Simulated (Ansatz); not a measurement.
**TlBr: one input, then a changed one**

The geometry is COD entry 9008825, unchecked; take it as a test cell. The listed cell was then made from it by scaling, straining or moving an atom.

First run: DFT, LDA, PAW with Ansatz's default frozen-core files, scalar-relativistic (Ansatz 0.2.0).

Command: `ansatz run input.yaml --threads 1 --pin off --max-ram 2048MiB --backend cpu --events-out ev --progress --plain --runs-dir out` The run took 10 s on 1 thread of Arm Neoverse V1 (shared host).

```yaml
crystal:
  lattice:
    - [4.0323744272, 0.0, 0.0]
    - [0.0, 4.0323744272, 0.0]
    - [0.0, 0.0, 4.0323744272]
  atoms:
    - { symbol: Tl, position: [0.0, 0.0, 0.0] }
    - { symbol: Br, position: [0.5, 0.5, 0.5] }
kpoints:
  mp_grid: { grid: [6, 6, 6] }
scf:
  occupations: { method: fermi_dirac, width: 0.02 }
hamiltonian:
  xc: lda
  pseudopotentials: { kind: paw }
output:
  forces: true
  stress: true
  efg: { contact_densities: true }
relax:
  f_tol: 0.005
  max_steps: 80
  cell: {}
```

Result: converged; relaxed volume 28.332 Å³/atom; 31 SCF iterations in all.

Spin–orbit coupling is left out, though it moves levels of the heavy atoms by tenths of an eV or more.

The input is then changed:

```diff
@@ -7,8 +7,11 @@
     - { symbol: Tl, position: [0.0, 0.0, 0.0] }
     - { symbol: Br, position: [0.5, 0.5, 0.5] }
+  symmetry: { detect: false }
 kpoints:
   mp_grid: { grid: [6, 6, 6] }
 scf:
   occupations: { method: fermi_dirac, width: 0.02 }
+  eigensolver: { kind: davidson }
+  mixing: { algorithm: anderson, beta: 0.3 }
 hamiltonian:
   xc: lda
```

Problem. What does the second run give?

Solution. It converged; relaxed volume 28.330 Å³/atom; 37 SCF iterations in all.
